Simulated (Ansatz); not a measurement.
## What a change of settings does to a run on Be

The structure comes from a relaxation in the same program, started in the fcc type, and has space group Fm-3m. Whether it is a known phase or the ground state wasn't checked.

First run: DFT, LDA, PAW with Ansatz's default frozen-core files, scalar-relativistic (Ansatz 0.2.0).

Command: `ansatz run input.yaml --threads 1 --pin off --max-ram 2048MiB --backend cpu --events-out ev --progress --plain --runs-dir out` The run took 1.5 s on 1 thread of Arm Neoverse V2 (shared host).

```yaml
crystal:
  lattice:
    - [0.0, 1.5789469876, 1.5789469876]
    - [1.5789469876, 0.0, 1.5789469876]
    - [1.5789469876, 1.5789469876, 0.0]
  atoms:
    - { symbol: Be, position: [0.0, 0.0, 0.0] }
kpoints:
  mp_grid: { grid: [20, 20, 20] }
  band_path:
    path:
      - [0.0, 0.0, 0.0]
      - [0.5, 0.0, 0.5]
      - [0.625, 0.25, 0.625]
      - [0.375, 0.375, 0.75]
      - [0.0, 0.0, 0.0]
      - [0.5, 0.5, 0.5]
      - [0.5, 0.25, 0.75]
      - [0.5, 0.0, 0.5]
    npoints: 5
scf:
  occupations: { method: fermi_dirac, width: 0.08 }
hamiltonian:
  xc: lda
  pseudopotentials: { kind: paw }
output:
  forces: true
  stress: true
  eigenvalues: true
  efg: { contact_densities: true }
```

Result: converged; pressure -5.88 GPa; no gap on the k mesh; 6 SCF iterations.

The input is then changed:

```diff
@@ -7,5 +7,5 @@
     - { symbol: Be, position: [0.0, 0.0, 0.0] }
 kpoints:
-  mp_grid: { grid: [20, 20, 20] }
+  mp_grid: { grid: [7, 7, 7] }
   band_path:
     path:
```

Problem. Predict the outcome of the changed run.

Solution. It converged; energy at zero smearing +62.6 meV/atom from the first run; pressure -5.03 GPa; gap on the k mesh 0.45 eV (the mesh can miss the band edges); 6 SCF iterations. Some of these settings are too coarse for converged properties.
